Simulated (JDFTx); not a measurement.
Crystal: BAs.

```
CELL_PARAMETERS angstrom
0.00000 2.38850 2.38850
2.38850 0.00000 2.38850
2.38850 2.38850 0.00000
ATOMIC_POSITIONS crystal
As 0.75000 0.75000 0.75000
B 0.00000 0.00000 0.00000
```

Base run:

| Item | Value |
| --- | --- |
| Program | JDFTx 1.7.0 (patched build) |
| Functional | PBE |
| Potentials or basis | PseudoDojo-SR-PBE-0.5-standard |
| Cutoff | 1143 eV |
| Density cutoff | 4572 eV |
| k mesh | 10 × 10 × 10 |
| Occupations | fermi-dirac, width 0.05 eV |
| Spin | no spin polarisation |

Its results: band gap on the k mesh 1.20 eV, indirect (least direct gap 3.29 eV).

Q: The run is repeated on the same cell with these changes: functional from PBE to GLLB-SC; density cutoff from 4572 eV to 9143 eV; occupations from fermi-dirac, width 0.05 eV to fixed. What comes out?

A: Band gap on the k mesh, kohn-sham part alone 1.53 eV, indirect (least direct gap 3.46 eV).

Caveats: the gap lacks the derivative discontinuity (some runs); a model potential gives levels but no total energy (some runs).

A k mesh can miss the band edges.
